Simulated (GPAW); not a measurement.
# Core-hole calculation of the S K edge in zinc-blende (ZnS)₁₋ₓ(CdS)ₓ at x = 1

What does the S K edge look like in zinc-blende (ZnS)₁₋ₓ(CdS)ₓ at x = 1?

Program: GPAW 26.7.0. Level of theory: X-ray absorption from dipole matrix elements to empty bands, plane-wave PAW LDA. Results are calculated unless marked as measured.

**1. Starting point**

Symmetry: F-43m, No. 216, cubic system. The conventional cell has a = 5.820 Å, b = 5.820 Å, c = 5.820 Å, α = 90.00°, β = 90.00°, γ = 90.00°. Nearest to Cd lie 4 S at 2.52 Å. Nearest to S lie 4 Cd at 2.52 Å. 16-atom zinc-blende cell, 8 of 8 Zn sites taken by Cd at random, lattice constants typed for the ends and interpolated (Vegard). Farther neighbours and most contacts between anions are not listed.

Coordinates:

```xyz
16
Lattice="0.0000 5.8200 5.8200 5.8200 0.0000 5.8200 5.8200 5.8200 0.0000" Properties=species:S:1:pos:R:3 pbc="T T T"
Cd    0.0000    0.0000    0.0000
S     1.4550    1.4550    1.4550
Cd    2.9100    2.9100    0.0000
S     4.3650    4.3650    1.4550
Cd    2.9100    0.0000    2.9100
S     4.3650    1.4550    4.3650
Cd    5.8200    2.9100    2.9100
S     7.2750    4.3650    4.3650
Cd    0.0000    2.9100    2.9100
S     1.4550    4.3650    4.3650
Cd    2.9100    5.8200    2.9100
S     4.3650    7.2750    4.3650
Cd    2.9100    2.9100    5.8200
S     4.3650    4.3650    7.2750
Cd    5.8200    5.8200    5.8200
S     7.2750    7.2750    7.2750
```

**2. The field without a hole**

A plain self-consistent run shows whether there is a gap, which decides the set-up of the core-hole run.

scf.py

```python
import numpy as np
from ase import Atoms
from ase.parallel import parprint, paropen
from gpaw import GPAW, PW, FermiDirac, Mixer, MixerDif, setup_paths
from gpaw.test import gen
setup_paths.insert(0, '.')
gen('S', name='nch1s', xcname='LDA', corehole=(1, 0, 0), write_xml=True)
from gpaw.mpi import world
world.barrier()

atoms = Atoms('CdSCdSCdSCdSCdSCdSCdSCdS',
    cell=[[0, 5.82, 5.82],
     [5.82, 0, 5.82],
     [5.82, 5.82, 0]],
    scaled_positions=[[0, 0, 0],
     [0.125, 0.125, 0.125],
     [0, 0, 0.5],
     [0.125, 0.125, 0.625],
     [0, 0.5, 0],
     [0.125, 0.625, 0.125],
     [0, 0.5, 0.5],
     [0.125, 0.625, 0.625],
     [0.5, 0, 0],
     [0.625, 0.125, 0.125],
     [0.5, 0, 0.5],
     [0.625, 0.125, 0.625],
     [0.5, 0.5, 0],
     [0.625, 0.625, 0.125],
     [0.5, 0.5, 0.5],
     [0.625, 0.625, 0.625]],
    pbc=True)
atoms.calc = calc = GPAW(legacy_gpaw=True, mode=PW(400, force_complex_dtype=True), xc='LDA', setups={1: 'nch1s'},
    kpts={'size': (4, 4, 4), 'gamma': True}, occupations=FermiDirac(0.05),
    charge=0, mixer=Mixer(0.1, 5, 50), maxiter=150,
    convergence={'density': 0.0001, 'eigenstates': 1e-6}, txt='scf.txt')
energy = atoms.get_potential_energy() + calc.get_reference_energy()
ef = calc.get_fermi_level()
out = dict(energy=energy, fermi=ef, forces=atoms.get_forces().tolist())
parprint(f'all-electron energy {energy:.4f} eV, Fermi level {ef:.4f} eV')
ev = np.array([[calc.get_eigenvalues(k, s) for k in range(len(calc.get_ibz_k_points()))] for s in range(calc.get_number_of_spins())])
out['homo'], out['lumo'], out['counts'] = ev[ev < ef].max(), ev[ev > ef].min(), sorted(set((ev < ef).sum((0, 2)).tolist()))
out['filled'] = (ev[:, 0] < ef).sum(1).tolist()
import json
with paropen('out.json', 'w') as f:
    json.dump(out, f)
```

Command:

```bash
$ OMP_NUM_THREADS=1 mpirun -n 4 gpaw python scf.py
```

Numbers of over 12 decimals in the logs are rounded to 6 here.

What it wrote:

```text
Input parameters:
  convergence: {density: 0.0001,
                eigenstates: 1e-06}
  kpts: {gamma: True,
         size: (4, 4, 4)}
  maxiter: 150
  mixer: {backend: pulay,
          beta: 0.1,
          method: separate,
          nmaxold: 5,
          weight: 50}
  mode: {ecut: 400.0,
         force_complex_dtype: True,
         name: pw}
  occupations: {fixmagmom: False,
                name: fermi-dirac,
                width: 0.05}
  setups: {1: nch1s}

Initialize ...

[... PAW data sets ...]

Reference energy: -1302884.404762  # eV

Spin-paired calculation

[... convergence settings ...]
Symmetries present (total): 6
  [... symmetry matrices ...]

64 k-points: 4 x 4 x 4 Monkhorst-Pack grid + [1/8,1/8,1/8]
13 k-points in the irreducible part of the Brillouin zone
       k-points in crystal coordinates                weights
   0:     0.00000000    0.00000000    0.00000000          1/64
   1:     0.25000000    0.00000000   -0.25000000          6/64
   2:     0.25000000    0.00000000    0.00000000          6/64
   3:     0.25000000    0.25000000   -0.25000000          6/64
   4:     0.25000000    0.25000000    0.00000000          6/64
   5:     0.25000000    0.25000000    0.25000000          2/64
   6:     0.50000000    0.00000000    0.00000000          3/64
   7:     0.50000000    0.25000000   -0.25000000          6/64
   8:     0.50000000    0.25000000    0.00000000         12/64
   9:     0.50000000    0.25000000    0.25000000          6/64
          ...
  12:     0.50000000    0.50000000    0.50000000          1/64

Wave functions: Plane wave expansion
  Cutoff energy: 400.000 eV
  Number of coefficients (min, max): 7102, 7239
  Pulay-stress correction: 0.000000 eV/Ang^3 (de/decut=0.000000)
  Using FFTW library
  Wavefunction extrapolation:
    Improved wavefunction reuse through dual PAW basis

Occupation numbers: Fermi-Dirac:
  width: 0.0500  # eV

Eigensolver
   Davidson(niter=2)

Densities:
  Coarse grid: 40*40*40 grid
  Fine grid: 80*80*80 grid
  Total Charge: 0.000000

Density mixing:
  Method: separate
  Backend: pulay
  Linear mixing parameter: 0.1
  old densities: 5
  Width of damping distribution: 1.1
  Damping of long wavelength oscillations: 50

[... Hamiltonian set-up ...]
Number of atoms: 16
Number of atomic orbitals: 104
Number of bands in calculation: 91
Number of valence electrons: 144
Bands to converge: occupied

... initialized

Initializing position-dependent things.

Density initialized from atomic densities
Creating initial wave functions:
  91 bands from LCAO basis set

                              S

                     S   Cd
                       S
                Cd
              S             S
                  Cd
                   S
         Cd            Cd
                     S
              Cd
            S   Cd

       Cd

Atomic positions and initial magnetic moments

Positions:
   0 Cd     0.000000    0.000000    0.000000    ( 0.0000,  0.0000,  0.0000)
   1 S      1.455000    1.455000    1.455000    ( 0.0000,  0.0000,  0.0000)
   2 Cd     2.910000    2.910000    0.000000    ( 0.0000,  0.0000,  0.0000)
   3 S      4.365000    4.365000    1.455000    ( 0.0000,  0.0000,  0.0000)
   4 Cd     2.910000    0.000000    2.910000    ( 0.0000,  0.0000,  0.0000)
   5 S      4.365000    1.455000    4.365000    ( 0.0000,  0.0000,  0.0000)
   6 Cd     5.820000    2.910000    2.910000    ( 0.0000,  0.0000,  0.0000)
[...]
13 S      4.365000    4.365000    7.275000    ( 0.0000,  0.0000,  0.0000)
  14 Cd     5.820000    5.820000    5.820000    ( 0.0000,  0.0000,  0.0000)
  15 S      7.275000    7.275000    7.275000    ( 0.0000,  0.0000,  0.0000)

Unit cell:
           periodic     x           y           z      points  spacing
  1. axis:    yes    0.000000    5.820000    5.820000    40     0.1680
  2. axis:    yes    5.820000    0.000000    5.820000    40     0.1680
  3. axis:    yes    5.820000    5.820000    0.000000    40     0.1680

  Lengths:   8.230723   8.230723   8.230723
  Angles:   60.000000  60.000000  60.000000

Effective grid spacing dv^(1/3) = 0.1833

iter:   1   -63.726195
iter:   2   -62.245693   -1.70  -1.15
iter:   3   -60.090193   -1.36  -1.24
iter:   4   -60.077373   -2.81  -1.61
iter:   5   -60.998072   -1.76  -1.62
iter:   6   -59.971132   -2.01  -1.69
iter:   7   -59.952171   -3.05  -2.59
iter:   8   -59.950097c  -3.66  -2.98
iter:   9   -59.951506c  -4.53  -3.24
iter:  10   -59.949798c  -4.62  -3.21
iter:  11   -59.949771c  -5.50  -3.91
iter:  12   -59.949770c  -6.62c -4.36c

Converged after 12 iterations.

Dipole moment: (-21.624033, -21.624033, -21.624033) |e|*Ang

Energy contributions relative to reference atoms: (reference = -1302884.404762)

Kinetic:       +121.179663
Potential:     -110.284232
External:        +0.000000
XC:             -72.404642
Entropy (-ST):   -0.000013
Local:           +1.559447
SIC:             +0.000000
--------------------------
Free energy:    -59.949777
Extrapolated:   -59.949770

Showing only first 2 kpts
 Kpt  Band  Eigenvalues  Occupancy
  0    70      3.40313    1.99982
  0    71      3.40313    1.99982
  0    72      4.26056    0.00080
  0    73      6.15403    0.00000

  1    70      2.68735    2.00000
  1    71      3.21423    2.00000
  1    72      5.91986    0.00000
  1    73      6.69737    0.00000

Fermi level: 3.86948

Gap: 0.857 eV
Transition (v -> c):
  (s=0, k=0, n=71, [0.00, 0.00, 0.00]) -> (s=0, k=0, n=72, [0.00, 0.00, 0.00])
No difference between direct/indirect transitions

Forces in eV/Ang:
  0 Cd    0.00002    0.00002    0.00002
  1 S     0.00010    0.00010    0.00010
  2 Cd   -0.00003   -0.00003   -0.00014
  3 S     0.00001    0.00001    0.00026
  4 Cd   -0.00003   -0.00014   -0.00003
  5 S     0.00001    0.00026    0.00001
  6 Cd    0.00008    0.00007    0.00007
[...]
13 S    -0.00029   -0.00029    0.00017
 14 Cd   -0.00005   -0.00005   -0.00005
 15 S     0.00029    0.00029    0.00029
Scalar-relativistic atomic LDA calculation for S (Sulfur, Z=16)
Core hole in 1s state (1s occupation: 2.0)
450 radial gridpoints.
|------------------------------------------------|
|------------------------------------------------|
[... the atom generator's iteration count ...]

Energy contributions:
-------------------------
Kinetic:     +398.923399
XC:           -24.210329
Potential:   -772.509196
-------------------------
Total:       -397.796126

state      eigenvalue         ekin         rmax
-----------------------------------------------
1s^2.0 :   -88.078630   121.519046        0.063
2s^2.0 :    -7.745453    18.438857        0.389
2p^6.0 :    -5.751715    17.606302        0.325
3s^2.0 :    -0.634959     2.788351        1.406
3p^4.0 :    -0.261139     1.948270        1.598
-----------------------------------------------
(units: Bohr and Hartree)

Generating PAW setup
Kinetic energy of the core from tauc = 386.637961
Cutoffs:
rc(s)=1.840
rc(p)=1.850
rc(d)=1.700
rc(vbar)=1.720
rc(comp)=1.430
rc(nct)=1.850

Kinetic energy of the core states: 385.553617
Charge: 0.0
Core electrons: 10.0
Valence electrons: 6.0
Pseudo-core charge: 0.059824
Shape function alpha=4.890
Pseudo-electron charge 6.430847
state    eigenvalue         norm
--------------------------------
3s(2) :    -0.634959     1.191395
*s    :     0.365041
3p(4) :    -0.261139     0.997058
*p    :     0.738861
*d    :     0.000000
--------------------------------

Diagonalizing with gridspacing h=0.050

state   all-electron     PAW
-------------------------------
3s:      -0.634959    -0.635587
3p:      -0.261139    -0.261554
*d:                    0.043150
*f:                    0.074695
-------------------------------
all-electron energy -1302944.3545 eV, Fermi level 3.8695 eV
```

Run time: 74 s. Hardware: 4 MPI ranks of Arm Neoverse V1, shared host; peak memory 0.37 GiB.

The mesh shows a gap of 0.86 eV. The excited electron is kept all the same, so that all members of the series, with or without a gap, are treated alike.

**3. Cell without a hole, the energy reference**

The photon energy needs a difference of total energies, so the cell and mesh of the coming hole run are first run without a hole.

Changes to scf.py since step 2:

```diff
@@ -32,3 +32,3 @@
 atoms.calc = calc = GPAW(legacy_gpaw=True, mode=PW(400, force_complex_dtype=True), xc='LDA', setups={1: 'nch1s'},
-    kpts={'size': (4, 4, 4), 'gamma': True}, occupations=FermiDirac(0.05),
+    kpts={'size': (3, 3, 3), 'gamma': True}, occupations=FermiDirac(0.02),
     charge=0, mixer=Mixer(0.1, 5, 50), maxiter=150,
```

What it wrote:

```text
Input parameters:
  convergence: {density: 0.0001,
                eigenstates: 1e-06}
  kpts: {gamma: True,
         size: (3, 3, 3)}
  maxiter: 150
  mixer: {backend: pulay,
          beta: 0.1,
          method: separate,
          nmaxold: 5,
          weight: 50}
  mode: {ecut: 400.0,
         force_complex_dtype: True,
         name: pw}
  occupations: {fixmagmom: False,
                name: fermi-dirac,
[...]
3s(2) :    -0.634959     1.191395
*s    :     0.365041
3p(4) :    -0.261139     0.997058
*p    :     0.738861
*d    :     0.000000
--------------------------------

Diagonalizing with gridspacing h=0.050

state   all-electron     PAW
-------------------------------
3s:      -0.634959    -0.635587
3p:      -0.261139    -0.261554
*d:                    0.043150
*f:                    0.074695
-------------------------------
all-electron energy -1302944.3331 eV, Fermi level 3.8352 eV
[key lines of the parts left out:]
Converged after 12 iterations.
Dipole moment: (-21.614044, -21.614044, -21.614044) |e|*Ang
Free energy:    -59.928327
Fermi level: 3.83521
```

Elapsed: 32 s, on 4 MPI ranks; peak memory 0.28 GiB.

Reference energy: -1302944.333 eV with the cores included.

(Part 1 of 2 ends here.)

[Banner, clock and machine lines of the logs are left out without a mark of their own.]

[Logs are printed without paths, hosts, clocks, repeated set-up lines and the standing remarks that a program may print on its own settings, such as how far it seeks lower states.]

[Hosts, paths, dates, database ids (printed as entryN), source tags and the programs' standing remarks are cut or masked in the printed files.]

[Lists of maxima count a maximum above −3 eV only where it reaches 4 % of the highest in the window and stands out from its surroundings by 2 % of it (1.5 % where it reaches 55 %); shoulders and weaker maxima are passed over, and of the rest the first, up to two pre-edge ones and the few strongest are named.]
